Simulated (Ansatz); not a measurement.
**KF under changes of volume**

One of the cells (17.306 Å³/atom); the others are scaled copies at fixed shape and fractional positions:

```xyz
2
Lattice="3.2590 0.0000 0.0000 0.0000 3.2590 0.0000 0.0000 0.0000 3.2590" Properties=species:S:1:pos:R:3 pbc="T T T"
K     0.0000    0.0000    0.0000
F     1.6295    1.6295    1.6295
```

The cell comes from a database or a generator and needn't be the stable form of this composition.

| Item | Value |
| --- | --- |
| Program | Ansatz 0.2.0 |
| Functional | PBE |
| Potentials or basis | all-electron LAPW, scalar-relativistic |
| Cutoff | 202 eV (chosen from the basis error) |
| Basis error allowed | 0.0005 eV/atom |
| k mesh | 8 × 8 × 8 |
| Occupations | fermi-dirac, width 0.05 eV |
| Spin | no spin polarisation |

```tsv
volume (Å³/atom)	energy over the lowest point (meV/atom)	pressure (GPa)	gap on the mesh (eV)
16.268	7.15	2.4	6.71
16.614	3.04	1.5	6.56
16.960	0.72	0.7	6.41
17.306	0.00	0.0	6.27
17.652	0.70	-0.6	6.13
17.999	?	?	?
18.345	5.74	-1.7	5.89
```

Question: What does the run at 17.999 Å³/atom give?

Answer: Energy over the lowest point 2.66 meV/atom; pressure -1.2 GPa; gap on the mesh 6.01 eV.

Worked out: A Birch-Murnaghan fit of order 3 (a polynomial in V^(-2/3)) to the other rows has its minimum at 17.30 Å³/atom with B0 = V·E''(V) = 33 GPa and B' = 4.9. It gives 2.66 meV/atom at 17.999 Å³/atom, against the run's 2.66, and -dE/dV = -1.2 GPa, against -1.2. A straight line through the other rows of the gap, of slope -6.86 eV per unit of ln V, gives 6.01 eV, against the run's 6.01.

Energies are extrapolated to zero smearing.

A mesh can miss the band edges.

The runs don't all hold the same shells in valence.
